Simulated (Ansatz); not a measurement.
Space group Fm-3m (No. 225). a = 5.101 Å, b = 5.101 Å, c = 5.101 Å, α = 90.00°, β = 90.00°, γ = 90.00°
| atom | site | symmetry | x | y | z |
| --- | --- | --- | --- | --- | --- |
| Y | 4a | m-3m | 0.0000 | 0.0000 | 0.0000 |

Equation of state of this Y structure (not necessarily the ground state), with shape and atoms relaxed at each volume where symmetry leaves them free. It has no gap at any of these volumes. These are results of Ansatz, DFT r2SCAN, scalar-relativistic, plane waves, PAW, not measurements.

Settings: cutoff 500 eV, Γ-centred mesh 14×14×14 on the computed 1-atom cell, Gaussian smearing of 0.10 eV; no spin polarisation.

```tsv
V (Å³/atom)	E − E(largest V) (meV/atom)	P (GPa)
29.199	32.69	5.88
30.194	1.74	4.13
31.190	-19.07	2.59
32.185	-30.83	1.22
33.180	-34.54	0.01
34.176	-31.11	-1.05
35.171	-21.42	-1.99
36.498	0.00	-3.07
```

Question: Fit a third-order Birch–Murnaghan equation to E(V).

Answer: V0 = 33.18 Å³/atom, B0 = 38 GPa, B0' = 3.0.

This fcc form isn't the element's structure at ambient conditions.